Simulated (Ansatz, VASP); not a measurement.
**Ba in VASP and in Ansatz**

```
Ba
1.0
     4.25720    0.00000    0.00000
    -2.12860    3.68684    0.00000
     0.00000    0.00000    3.74662
Ba
1
Direct
  0.00000 0.00000 0.00000
```

Alike in both runs: task single point; functional PBEsol; k mesh 12 × 12 × 12; occupations gaussian, width 0.1 eV; no spin polarisation.

|  | VASP | Ansatz |
| --- | --- | --- |
| version | VASP 6.6.1 | Ansatz 0.2.0 |
| potentials or method | VASP PAW PBE potentials, release 64 (Ba_sv) | scalar-relativistic, plane waves, PAW |
| plane-wave cutoff (eV) | 520 | 420 |
| valence electrons in the cell | 10 | 10 |

```csv
,VASP,Ansatz,Ansatz less VASP
gap on the k mesh at the Fermi level (eV),none,none,-
pressure (GPa),-0.2,-0.3,-0.13
largest component of the traceless stress (GPa),1.32,1.24,-0.077
```

A gap of «none» marks a metal or a gap that the smearing closes.

Caveats: the PAW data sets were made with another functional, which shifts forces and pressure a little (VASP). The runs have no spin-orbit coupling, so splittings on Ba are missing.
